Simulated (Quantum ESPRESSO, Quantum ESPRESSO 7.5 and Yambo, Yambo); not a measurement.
# SiC (Moissanite): G0W0 on several meshes in Yambo

How does the mesh move the gap of SiC (Moissanite)?

Method: PBE and many-body steps on it, plane waves, in Quantum ESPRESSO 7.5 and Yambo 5.3.0.

### 1. Set-up

Symmetry: P6_3mc, No. 186, hexagonal system. Conventional cell: a = 3.081 Å, b = 3.081 Å, c = 15.125 Å, α = 90.00°, β = 90.00°, γ = 120.00°. Nearest to Si lie 4 C at 1.88 to 1.90 Å. Si has 4 C at 1.89 Å nearest. C has 4 Si at 1.88 to 1.89 Å nearest. Nearest to C lie 4 Si at 1.89 Å. Nearest to C lie 4 Si at 1.89 to 1.90 Å. Farther neighbours are not listed.

The cell and positions come from the Crystallography Open Database and are kept as given unless a step says otherwise.

### 2. Empty states on the mesh, 6×6×1 mesh, 542 bands

This step: Quantum ESPRESSO 7.5; DFT, PBE, plane waves, norm-conserving pseudopotentials.

The sums over transitions need many empty states on a uniform mesh; this step solves for them.

Input file pw.in:

```
&control
  calculation = 'nscf'
  prefix = 'x'
  outdir = 'o'
  pseudo_dir = 'pseudo'
/
&system
  ibrav = 0
  nat = 12
  ntyp = 2
  ecutwfc = 74.0
  nbnd = 542
  force_symmorphic = .true.
/
&electrons
  conv_thr = 1e-9
  electron_maxstep = 80
  diago_full_acc = .true.
  diago_thr_init = 5e-6
/
ATOMIC_SPECIES
  Si 28.085 Si.upf
  C 12.011 C.upf
CELL_PARAMETERS angstrom
  3.0810000000 -0.0000000000 0.0000000000
  -1.5405000000 2.6682242691 0.0000000000
  0.0000000000 0.0000000000 15.1248000000
ATOMIC_POSITIONS crystal
  Si 0.0000000000 0.0000000000 0.0000000000
  Si 0.0000000000 0.0000000000 0.5000000000
  Si 0.3333333333 0.6666666667 0.1664000000
  Si 0.6666666667 0.3333333333 0.6664000000
  Si 0.6666666667 0.3333333333 0.3329000000
  Si 0.3333333333 0.6666666667 0.8329000000
  C 0.3333333333 0.6666666667 0.0412000000
  C 0.6666666667 0.3333333333 0.5412000000
  C 0.6666666667 0.3333333333 0.2080000000
  C 0.3333333333 0.6666666667 0.7080000000
  C 0.0000000000 0.0000000000 0.3746000000
  C 0.0000000000 0.0000000000 0.8746000000
K_POINTS automatic
  6 6 1 0 0 0
```

Launch:

```
$ OMP_NUM_THREADS=1 mpirun -n 4 pw.x -nk 4 -in pw.in > pw.out
```

The program printed:

```text
Program PWSCF v.7.5 starts

     This program is part of the open-source Quantum ESPRESSO suite
     for quantum simulation of materials; please cite
         "P. Giannozzi et al., J. Phys.:Condens. Matter 21 395502 (2009);
         "P. Giannozzi et al., J. Phys.:Condens. Matter 29 465901 (2017);
         "P. Giannozzi et al., J. Chem. Phys. 152 154105 (2020);
     in publications or presentations arising from this work. More details at

     Atomic positions and unit cell read from directory:
     o/x.save/

     Message from routine setup:
[...]
32.1785  32.2578  32.9326  33.1263  33.3376  33.5735  33.6644  33.9672
     [... 56 further rows ...]
   143.5779 143.8219 144.0016 144.3319 144.5338 144.6424 144.8112 144.8649
   145.2726 145.2989 145.5333 145.6393 146.1326 146.1420

          k = 0.0000-0.5774 0.0000 (  9034 PWs)   bands (ev):

     [... further k-points ...]

     highest occupied, lowest unoccupied level (ev):     9.5283   11.5451

     XML data file, pseudopotentials, collected wavefunctions

=------------------------------------------------------------------------------=
   JOB DONE.
=------------------------------------------------------------------------------=
```

Elapsed: 3.2 min, on 4 MPI ranks of Arm Neoverse V1, shared host; peak memory 2 GiB.

Numbers from this step:

| Property | Result |
| --- | --- |
| gap | 2.017 eV |
| k of the valence top | 0, 0, 0 |
| k of the conduction bottom | 0, -0.5, 0 |
| least direct gap | 3.123 eV |
| k points computed | 7 |
| lowest point of the top converged band, above the valence top | 133.9373 eV |

On this mesh the gap is 2.017 eV.

The density comes from a self-consistent run that is not shown.

### 3. Conversion and set-up

This step: Yambo 5.3.0; conversion and set-up on PBE, plane waves, norm-conserving pseudopotentials.

The states are converted to the many-body program's format and the q mesh is built.

Launch:

```
$ (cd o/x.save; p2y > p2y.log; mv SAVE ../..); yambo > setup.log
```

The program printed:

```text
 Yambo, version 5.3.0

 [02] CORE Variables Setup
 =========================

  [02.01] Unit cells
  ==================

  Cell kind             :  HCP
  Atoms in the cell     :  Si  C
  number of Si atoms    :   6
  number of C  atoms    :   6

  List of atomic masses
  Mass of Si    :  28.08500
  Mass of C     :  12.01100

  List of atomic coordinates    : [cc]
  Si1       :  0.000000  0.000000  0.000000  order 1
  Si2       :   0.00000   0.00000  14.29086  order 2
  Si3       : -0.29111E-09   3.3615       4.7560      order 3
[...]
BZ  Q-points                                      :   36

 K/Q-points units:
 rlu = crystal or reduced units; cc = cartesian coordinates; iku = interal k-units

 Q [1]          [rlu]:  0.000000  0.000000  0.000000
 Q [2]          [rlu]: -0.59880E-17  0.16667       0.0000
 Q [3]          [rlu]: -0.11976E-16  0.33333       0.0000
 Q [4]          [rlu]:  0.17964E-16 -0.50000       0.0000
 Q [5]          [rlu]:  0.166667  0.166667  0.000000
 Q [6]          [rlu]:  0.166667  0.333333  0.000000
 Q [7]          [rlu]:  0.333333  0.333333  0.000000

  [03.01] X indexes
  =================

   [03.01.01] Sigma indexes
   ========================

 [06] Game Over & Game summary
```

Wall time 3.6 s (1 MPI rank); peak memory 0.24 GiB.

### 4. 6×6×1

Now the one-shot GW correction: screening in the RPA, then the self-energy of the levels asked for.

This step: G0W0 on PBE, plane waves, norm-conserving pseudopotentials.

Input file gw2.in:

```
HF_and_locXC
gw0
dyson
ppa
em1d
rim_cut
RandQpts= 1000000
RandGvec= 1 RL
EXXRLvcs= 74 Ry
VXCRLvcs= 296 Ry
Chimod= "HARTREE"
% BndsRnXp
 1 | 235 |
%
NGsBlkXp= 10 Ry
% LongDrXp
 1 | 1 | 1 |
%
% GbndRnge
 1 | 235 |
%
DysSolver= "n"
ExtendOut
PPAPntXp= 27.21138 eV
% QPkrange
 1 | 1 | 23 | 26 |
 4 | 4 | 23 | 26 |
%
```

Launch:

```
$ OMP_NUM_THREADS=2 mpirun -n 2 yambo -F gw2.in -J gw2 -C gw2 > gw2.log
```

The program printed:

```text
 Yambo, version 5.3.0

 [02] CORE Variables Setup
 =========================

  [... cell, symmetries and grids as in the set-up ...]

  [02.05] Energies & Occupations
  ==============================

  [X] === General ===
  [X] Electronic Temperature                        :  0.000000  0.000000 [eV K]
  [X] Bosonic    Temperature                        :  0.000000  0.000000 [eV K]
  [X] Finite Temperature mode                       : no
  [X] El. density                                   :  0.38604E+24 [cm-3]
  [X] Fermi Level                                   :  9.528320 [eV]

  [X] === Gaps and Widths ===
  [X] Conduction Band Min                           :  2.016740 [eV]
  [X] Valence Band Max                              :  0.000000 [eV]
  [X] Filled Bands                                  :  24
  [X] Empty Bands                                   :    25   542
  [X] Direct Gap                                    :  3.123141 [eV]
  [X] Direct Gap localized at k                     :   4
  [X] Indirect Gap                                  :  2.016740 [eV]
  [X] Indirect Gap between kpts                     :   1   4
  [X] Last valence band width                       :  2.077945 [eV]
  [X] 1st conduction band width                     :  3.147621 [eV]

 [03] Transferred momenta grid and indexing
 ==========================================

 IBZ Q-points                                      :   7
 BZ  Q-points                                      :   36

 K/Q-points units:
 rlu = crystal or reduced units; cc = cartesian coordinates; iku = interal k-units

 Q [1]          [rlu]:  0.000000  0.000000  0.000000
 Q [2]          [rlu]: -0.59880E-17  0.16667       0.0000
 Q [3]          [rlu]: -0.11976E-16  0.33333       0.0000
 Q [4]          [rlu]:  0.17964E-16 -0.50000       0.0000
 Q [5]          [rlu]:  0.166667  0.166667  0.000000
 Q [6]          [rlu]:  0.166667  0.333333  0.000000
 Q [7]          [rlu]:  0.333333  0.333333  0.000000

 [04] Coloumb potential Random Integration (RIM)
 ===============================================

  [04.01] RIM initialization
  ==========================

  * Diagonal components only detected *

  8 x (sBL volume)        :  0.065694 [a.u.]
  sBZ random points       :  1000000
  Points outside the sBZ  :   7993074
  RL volume               :  0.295624 [a.u.]
  Integrated volume       :  0.295880 [a.u.]

  [04.02] RIM integrals
  =====================

  Gamma point sphere radius             :  0.073191 [a.u.]
  Points outside the sphere             :   799491
  [Int_sBZ(q=0) 1/q^2]*(Vol_sBZ)^(-1/3) =:  7.699861
                                 should be <:  7.795600

  Summary of Coulomb integrals for non-metallic bands |Q|[au] RIM/Bare

  Q [1] 0.100000E-4 0.987719 * Q [2] 0.207686 1.035382
  Q [5] 0.359723 1.014582 * Q [3] 0.415372 1.011323
  Q [6] 0.549486 1.006889 * Q [4] 0.623058 1.006049
  Q [7] 0.719446 1.004351

 [WARNING] [Xp] User bands 1-235 break level degeneracy

 [05] Dipoles
 ============

  [05.01] Setup: observables and procedures
  =========================================

  [WARNING] [x,Vnl] slows the Dipoles computation. To neglect it rename the ns.kb_pp file

 [06] Dynamic Dielectric Matrix (PPA)
 ====================================

 [WR./gw2//ndb.pp]---------------------------------------------------------------
  Brillouin Zone Q/K grids (IBZ/BZ)                :    7   36    7   36
  RL vectors                                       :  11311 [WF]
  Coulomb cutoff potential                         : none
  Electronic Temperature                           :  0.000000 [K]
  Bosonic    Temperature                           :  0.000000 [K]
  PPA    diel. fun.  energies                      : Perdew, Burke & Ernzerhof(X)+Perdew, Burke & Ernzerhof(C)
  wavefunctions                                    : Perdew, Burke & Ernzerhof(X)+Perdew, Burke & Ernzerhof(C)
  Global Gauge                                     : length
  X matrix size                                    :   431
  X band range                                     :    1  235
  X e/h energy range                               : -1.000000 -1.000000 [eV]
  X Time ordering                                  : R
  X Hxc Kernel                                     : HARTREE
  X Drude frequency                                :  0.000000  0.000000
  X poles                                          :  100.0000 [o/o]
  RL vectors in the sum                            :  11311
  [r,Vnl] included                                 : yes
  Field direction                                  :  0.577350E-5  0.577350E-5  0.577350E-5
  BZ energy Double Grid                            : no
  BZ energy DbGd points                            : 0
  BZ Q point size factor                           : -1.000000
  X Optical Averaged directions                    : none

 [07] Local Exchange-Correlation + Non-Local Fock
 ================================================

 [VXC] Plane waves :   72085
 [EXS] Plane waves :   8953

 QP @ state[ 1 ] K range:  1  1
 QP @ state[ 1 ] b range:  23  26
 QP @ state[ 2 ] K range:   4   4
 QP @ state[ 2 ] b range:  23  26

 [xc] Functional : Perdew, Burke & Ernzerhof(X)+Perdew, Burke & Ernzerhof(C)
 [xc] LIBXC used to calculate xc functional
  PP Number of Atomic Species                      :  2
  NLCC RL compoments                               :   72085
  PP Number of Atomic Species                      :  2
  NLCC RL compoments                               :   72085

 [xc] E_xc :  -18.27642 [Ha]
      E_xc :  -36.55284 [Ry]

  Local XC kind (lXC) : Perdew, Burke & Ernzerhof(X)+Perdew, Burke & Ernzerhof(C)
  Non-Local XC kind (nlXC) : Hartree-Fock

  Corrections @ K [1] :  [eV]
 <23|nlXC|23> = -17.32276 -0.20344E-17 <23|lXC|23> = -14.95422 -0.18882E-15
 <24|nlXC|24> = -17.32275 -0.10739E-16 <24|lXC|24> = -14.95422  0.75527E-15
 <25|nlXC|25> = -6.944283  0.15263E-17 <25|lXC|25> = -12.14735  0.000000
 <26|nlXC|26> = -6.855815  0.72773E-19 <26|lXC|26> = -12.09673 -0.18882E-15

  Corrections @ K [4] :  [eV]
 <23|nlXC|23> = -16.70559  0.13716E-17 <23|lXC|23> = -13.90584 -0.25077E-16
 <24|nlXC|24> = -17.33410  0.85758E-17 <24|lXC|24> = -14.49916 -0.20652E-16
 <25|nlXC|25> = -6.763821  0.21462E-18 <25|lXC|25> = -10.92842  0.70806E-16
 <26|nlXC|26> = -6.504908  0.53585E-17 <26|lXC|26> = -10.77706  0.23602E-16

 [08] Dyson equation: Newton solver
 ==================================

  [08.01] G0W0 (W PPA)
  ====================

  [  GW  ] Bands range     :    1  235
  [GW/PPA] G damping       :  0.100000 [eV]

  QP @ state[ 1 ] K range:  1  1
  QP @ state[ 1 ] b range:  23  26
  QP @ state[ 2 ] K range:   4   4
  QP @ state[ 2 ] b range:  23  26

   Sc/G bands                                       :    1  235
   Sc/G damping                                     :  0.100000 ev
   Sc bands terminator                              : no
   Sx RL components                                 :   8953

   QP @ state[ 1 ] K range                          :  1  1
   QP @ state[ 1 ] b range                          :  23  26
   QP @ state[ 2 ] K range                          :   4   4
   QP @ state[ 2 ] b range                          :  23  26
   GF energies kind                                 : Perdew, Burke & Ernzerhof(X)+Perdew, Burke & Ernzerhof(C)
   GF WF`s kind                                     : Perdew, Burke & Ernzerhof(X)+Perdew, Burke & Ernzerhof(C)
   Xs energies kind                                 : Perdew, Burke & Ernzerhof(X)+Perdew, Burke & Ernzerhof(C)
   Xs WF`s kind                                     : Perdew, Burke & Ernzerhof(X)+Perdew, Burke & Ernzerhof(C)

 [11] Game Over & Game summary
```

It took 10 min on 2 MPI ranks; peak memory 1.3 GiB; 36 min of CPU time.

This step gave:

```yaml
g0w0_gap_on_the_points_computed: 2.620 eV
starting_gap_on_the_mesh: 2.017 eV
k_of_the_valence_top: 0, 0, 0
k_of_the_conduction_bottom: 0, -0.5, 0
least_direct_g0w0_gap_on_the_computed_points: 3.886 eV
z_at_the_valence_top: 0.8006
z_at_the_conduction_bottom: 0.8232
```

The gap on the mesh goes from 2.02 eV to 2.62 eV, a correction of +0.60 eV.

### 5. Empty states on the mesh, 3×3×1 mesh, 235 bands

This step: Quantum ESPRESSO 7.5; DFT, PBE, plane waves, norm-conserving pseudopotentials.

pw.in, as its differences from that of step 2:

```diff
@@ -11,3 +11,3 @@
   ecutwfc = 74.0
-  nbnd = 542
+  nbnd = 235
   force_symmorphic = .true.
@@ -41,2 +41,2 @@
 K_POINTS automatic
-  6 6 1 0 0 0
+  3 3 1 0 0 0
```

Launch:

```
$ OMP_NUM_THREADS=1 mpirun -n 4 pw.x -nk 4 -in pw.in > pw.out
```

The program printed:

```text
[banner, memory and clock lines left out]
Program PWSCF v.7.5 starts

     Atomic positions and unit cell read from directory:
     o/x.save/

     Message from routine setup:
     using ibrav=0 with symmetry is DISCOURAGED, use correct ibrav instead

     Message from routine divide_et_impera:
     suboptimal parallelization: some nodes have no k-points

     G-vector sticks info

     bravais-lattice index     =            0
     lattice parameter (alat)  =       5.8222  a.u.
     unit-cell volume          =     839.0740 (a.u.)^3
     number of atoms/cell      =           12
[...]
[... 18 further rows ...]
[...]
78.5937  78.9904  79.0184

          k = 0.0000 0.3849 0.0000 (  9014 PWs)   bands (ev):

[...]
[... 18 further rows ...]
[...]
77.9229  78.2316  78.4629

          k = 0.3333 0.5774 0.0000 (  9084 PWs)   bands (ev):

[...]
34.0693  34.0693  34.1217  34.6530  35.0116  35.0116  35.3659  35.3659
     [... 18 further rows ...]
    77.8024  77.8024  78.1162  78.4826  79.1279  79.3301  79.5060  79.5060
    80.5885  80.5885  80.9124

     highest occupied, lowest unoccupied level (ev):     9.5283   12.3411

     XML data file, pseudopotentials, collected wavefunctions
```

Elapsed: 30 s, on 4 MPI ranks; peak memory 0.81 GiB.

Numbers from this step:

```yaml
gap: 2.813 eV
k_of_the_valence_top: 0, 0, 0
k_of_the_conduction_bottom: 0, 0.3333, 0
least_direct_gap: 3.641 eV
k_points_computed: 3
lowest_point_of_the_top_converged_band_above_the_valence_top: 68.9346 eV
```

On this mesh the gap is 2.813 eV.

(Part 1 of 2 ends here.)

[Paths, hosts, dates, memory and timing lines, banners, echoed tables and standing remarks are left out of the program output.]

[Logs are printed without paths, hosts, clocks, repeated set-up lines and the standing remarks that a program may print on its own settings, such as how far it seeks lower states.]

[Runs of the session that timed out or met a known fault of the program may be left out.]

[Hosts, paths, dates, database ids (printed as entryN), source tags and the programs' standing remarks are cut or masked in the printed files.]
